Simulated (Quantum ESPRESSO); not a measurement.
PbS (Galena):

```
Pb S
1.0
     0.00000    2.96575    2.96575
     2.96575    0.00000    2.96575
     2.96575    2.96575    0.00000
Pb S
1 1
Direct
  0.00000 0.00000 0.00000
  0.50000 0.50000 0.50000
```

Base run:

* Program: Quantum ESPRESSO 7.5
* Functional: PBEint
* Potentials or basis: PseudoDojo 0.4.1 SR PBE standard
* Cutoff: 762 eV
* Density cutoff: 3048 eV
* k mesh: 8 × 8 × 8
* Occupations: fermi-dirac, width 0.05 eV
* Spin: no spin polarisation

Its results: band gap on the k mesh 0.28 eV, direct; pressure 0.0 GPa.

Problem. After a change of settings the same cell gave: band gap on the k mesh 0.54 eV, direct; pressure 7.6 GPa. Which change was it?
A. functional from PBEint to AM05
B. functional from PBEint to HLE16
C. functional from PBEint to rPW86PBE; dispersion from none to rVV10
D. functional from PBEint to vdW-DF2

Solution. D.

Caveats: the potentials were made for another functional, which shifts forces and pressure; spin-orbit coupling is left out, which as a rule narrows the gap of such compounds by several tenths of an eV.
